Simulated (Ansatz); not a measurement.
ZrB2 in Ansatz: the effect of Hubbard term

Crystal: ZrB2.

```xyz
3
Lattice="3.1700 0.0000 0.0000 -1.5850 2.7453 0.0000 0.0000 0.0000 3.5330" Properties=species:S:1:pos:R:3 pbc="T T T"
Zr    0.0000    0.0000    0.0000
B     1.5850    0.9151    1.7665
B     0.0000    1.8302    1.7665
```

Alike in all runs:

| Item | Value |
| --- | --- |
| Program | Ansatz 0.2.0 |
| Task | density of states |
| Functional | PBEsol |
| Potentials or basis | all-electron LAPW, scalar-relativistic |
| Cutoff | 255 eV (chosen from the basis error) |
| Basis error allowed | 0.002 eV/atom |
| k mesh | 10 × 10 × 8 |
| Occupations | fermi-dirac, width 0.05 eV |
| Spin | no spin polarisation |

```csv
Hubbard term,pressure (GPa)
none,-4.1
Zr d U = 2 eV,-2.4
Zr d U = 4 eV,-0.5
Zr d U = 6 eV,1.6
Zr d U = 8 eV,?
```

What does the run with Hubbard term Zr d U = 8 eV give?

Pressure 4.0 GPa.

Worked out: A straight line through the other rows of the pressure, of slope 0.95 GPa per eV, extrapolates to 3.4 GPa, against the run's 4.0.

Caveats: U is the effective U less J, on atomic orbitals that reach past the spheres (some runs); U without spin polarisation on a metal has little footing (some runs); the U is typed as a test and isn't derived for this compound (some runs).
